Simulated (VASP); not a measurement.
ZnO under changes of volume

One of the cells (10.415 Å³/atom); the others are scaled copies at fixed shape and fractional positions:

```
Zn O
1.0
     0.00000    2.18381    2.18381
     2.18381    0.00000    2.18381
     2.18381    2.18381    0.00000
Zn O
1 1
Direct
  0.00000 0.00000 0.00000
  0.50000 0.50000 0.50000
```

Measurements of this composition are mostly on another form, of space group No. 186.

```yaml
Program: VASP 6.6.1
Functional: PBE
Potentials_or_basis: VASP PAW PBE potentials, release 64 (Zn, O)
Cutoff: 520 eV
k_mesh: 11 × 11 × 11
Occupations: fermi-dirac, width 0.05 eV
Spin: no spin polarisation
```

| volume (Å³/atom) | energy over the lowest point (meV/atom) | pressure (GPa) | gap on the mesh (eV) |
| --- | --- | --- | --- |
| 9.598 | 19.78 | 11.7 | 1.00 |
| 9.802 | 7.45 | 7.3 | 0.90 |
| 10.006 | ? | ? | ? |
| 10.415 | 0.00 | -3.2 | 0.63 |
| 10.619 | 5.72 | -6.0 | 0.55 |
| 10.823 | 14.80 | -8.5 | 0.47 |

Question: What does the run at 10.006 Å³/atom give?

Answer: Energy over the lowest point 0.41 meV/atom; pressure 3.4 GPa; gap on the mesh 0.81 eV.

Worked out: A Birch-Murnaghan fit of order 3 (a polynomial in V^(-2/3)) to the other rows has its minimum at 10.22 Å³/atom with B0 = V·E''(V) = 166 GPa and B' = 4.6. It gives 0.40 meV/atom at 10.006 Å³/atom, against the run's 0.41, and -dE/dV = 3.6 GPa, against 3.4. A straight line through the other rows of the gap, of slope -4.41 eV per unit of ln V, gives 0.81 eV, against the run's 0.81.

Energies are extrapolated to zero smearing.

Caveats: an odd mesh through Γ misses points on the zone boundary, where band edges often lie.
